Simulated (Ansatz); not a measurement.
# SnO: the cost of one run

Method: DFT LDA+D3(BJ), scalar-relativistic, plane waves, PAW, in Ansatz 0.2.0.

2 further runs of the same task are left out: 2 set aside as unsound or not needed.

**1. The system as given**

The structure is orthorhombic, space group Pmn2_1 (No. 31). Conventional cell: a = 3.268 Å, b = 5.563 Å, c = 3.528 Å, α = 90.00°, β = 90.00°, γ = 90.00°. Sn (site symmetry m) is surrounded by 3 O at 2.12 to 2.14 Å. O (site symmetry m) has 3 Sn at 2.12 to 2.14 Å as nearest neighbours.

Coordinates:

```cif
data_structure
_symmetry_space_group_name_H-M 'P 1'
_symmetry_Int_Tables_number 1
_cell_length_a 3.2682
_cell_length_b 5.5625
_cell_length_c 3.5275
_cell_angle_alpha 90.000
_cell_angle_beta 90.000
_cell_angle_gamma 90.000
_cell_volume 64.13
loop_
_atom_site_label
_atom_site_type_symbol
_atom_site_fract_x
_atom_site_fract_y
_atom_site_fract_z
_atom_site_occupancy
Sn1 Sn 0.00000 0.24369 0.54699 1
Sn2 Sn 0.50000 0.75631 0.04699 1
O1 O 0.00000 0.87618 0.70301 1
O2 O 0.50000 0.12382 0.20301 1
```

It goes back to an entry of the Materials Project, which need not be the stable form.

This cell was relaxed beforehand with the same method: volume 16.03 Å³/atom, gap on the mesh 1.01 eV.

**2. The scan**

The energy is mapped over two homogeneous strains (x along [1 0 0], y along [0 1 0], z along [0 0 1] of the conventional cell).

First coordinate, engineering shear strain xy: 5 values from −8 to 8 %. Second coordinate, equal normal strain along x and y: 5 values from −11.0 %.

Nothing else is relaxed (fractional coordinates fixed). Energies count from the relaxed crystal. Points are written as (first, second).

**3. The run at (−4 %, −11.0 %)**

The input, input.yaml:

```yaml
crystal:
  lattice:
    - [2.9087028428, -0.0653641088, 0.0]
    - [-0.1112509042, 4.950665237, 0.0]
    - [0.0, 0.0, 3.5275348367]
  atoms:
    - { symbol: Sn, position: [0.0, 0.2436854537, 0.5469867695] }
    - { symbol: Sn, position: [0.5, 0.7563145463, 0.0469867695] }
    - { symbol: O, position: [0.0, 0.8761762596, 0.7030142305] }
    - { symbol: O, position: [0.5, 0.1238237404, 0.2030142305] }
basis:
  ecutwfc: 520.0
kpoints:
  mp_grid: { grid: [8, 6, 8] }
hamiltonian:
  xc: lda
  pseudopotentials: { kind: paw, azcp: { folder: soft_1 } }
  dispersion: d3bj
scf:
  occupations: { method: gaussian, width: 0.05 }
output:
  forces: true
  stress: true
  eigenvalues: true
```

Command:

```
$ ansatz run input.yaml --threads 1 --pin off --max-ram 2048MiB --backend cpu --events-out ev --progress --plain --runs-dir out
```

Q: Estimate wall time and peak memory on 1 thread of Arm Neoverse N1, shared host.

About 41 s, with a peak of 0.44 GiB.
